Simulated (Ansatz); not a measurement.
TiPt3: how the free axis answers a strain

TiPt3, Pm-3m, a = 3.899 Å. The structure is a COD entry; whether it is the stable form wasn't checked. Ansatz: PBEsol, PAW, 420 eV, Γ-centred 14×14×14 mesh on 4 atoms, Gaussian smearing 0.10 eV; no spin polarisation. Series: biaxial strain in the a-b plane, c and atoms relaxed; x is the strain in per cent. y is the change of c in per cent of 3.899 Å.

```tsv
x (%)	y (%)
-4.5	?
-3.0	3.18
-1.5	1.63
0.0	0.00
1.5	-1.58
3.0	-3.18
4.5	-4.84
```

Task: Fit y = c1 x + c2 x² to the other rows, say what c1 measures, and predict the missing y.

Result: Least squares on the rows shown. y = −1.065 x − 0.001386 x². With no stress along c, c1 = −2C12/C11 = -1.065. At x = -4.5 the fit asked for gives 4.76 %. The run gave 4.71 %, so the fit is 0.05 % too high, 0.52 % of the span of the series, against an rms of 0.02 % on the fitted rows. The row lies outside the fitted range. With a term in x³ added, a fit to the same known rows predicts 4.83 %, further off still.

Spin–orbit coupling is left out, which can shift energies with elements as heavy as these.